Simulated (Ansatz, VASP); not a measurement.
**C in VASP and in Ansatz**

Contents of INCAR:

```
SYSTEM = C
ALGO = Fast
EDIFF = 1E-7
EDIFFG = -0.01
ENCUT = 900
GGA = PE
IBRION = 2
ISIF = 3
ISMEAR = -1
LASPH = .True.
LCHARG = .False.
LREAL = .False.
LWAVE = .False.
NELM = 60
NSW = 40
PREC = Accurate
SIGMA = 0.05
```

The input KPOINTS:

```
k-points
0
Gamma
  13 13 8
  0 0 0
```

Contents of POSCAR:

```
C
1.0
    2.1273203072     -1.2282824400      0.0000000000
    2.1273203072      1.2282824400      0.0000000000
   -1.3790696309      0.0000000000      3.5028300786
C
2
Direct
    0.1666444700      0.1666444700      0.9999069600
    0.8333555300      0.8333555300      0.0000930400
```

Contents of input.yaml:

```yaml
crystal:
  lattice:
    - [2.1273203072, -1.22828244, 0.0]
    - [2.1273203072, 1.22828244, 0.0]
    - [-1.3790696309, 0.0, 3.5028300786]
  atoms:
    - { symbol: C, position: [0.16664447, 0.16664447, 0.99990696] }
    - { symbol: C, position: [0.83335553, 0.83335553, 9.304e-05] }
hamiltonian:
  xc: pbe
  pseudopotentials: { kind: paw }
kpoints:
  mp_grid: { grid: [13, 13, 8] }
scf:
  occupations: { method: fermi_dirac, width: 0.05 }
output:
  forces: true
  stress: true
  eigenvalues: true
  write_density: true
  write_potential: true
  elf: true
  volumetric_format: npy
relax:
  f_tol: 0.01
  max_steps: 40
  cell: { stress_tol: 0.05 }
```

This is a stacking variant of graphite.

Alike in both runs: task relaxation of cell and atoms; functional PBE; k mesh 13 × 13 × 8; occupations fermi-dirac, width 0.05 eV; no spin polarisation.

|  | VASP | Ansatz |
| --- | --- | --- |
| version | VASP 6.6.1 | Ansatz 0.2.0 |
| potentials or method | VASP PAW PBE potentials, release 64 (C) | Ansatz PAW |
| plane-wave cutoff (eV) | 900 | 420 |
| valence electrons in the cell | 8 | 8 |

```tsv
	VASP	Ansatz	Ansatz less VASP
gap on the k mesh at the Fermi level, each at its own relaxed structure (eV)	1.29	1.37	+0.079
relaxed volume (Å³/atom)	10.67	11.27	+0.598
relaxed cell length with the largest relative difference (Å)	4.284	4.505	+0.2214
energy change over the relaxation (meV/atom)	-8	-10	-1.7
```

One of these differences is far larger than is usual between the two programs; its cause wasn't traced.

Caveats: the volume moved by over 15 % at a fixed basis, so the end points are rough; this functional lacks dispersion, which binds the layers, so the pressure and a relaxed spacing across them are unreliable, and here the layers came unbound; an odd mesh through Γ misses points on the zone boundary, where band edges often lie (VASP); odd divisions of the mesh miss points on the zone boundary, where band edges often lie, so the gap on the mesh can be too wide (Ansatz); the plane-wave basis is chosen anew once the cell has moved, so the energies of steps on either side of that aren't comparable (Ansatz); the pressure holds a Pulay correction of +0.4 GPa for the finite cutoff (Ansatz).
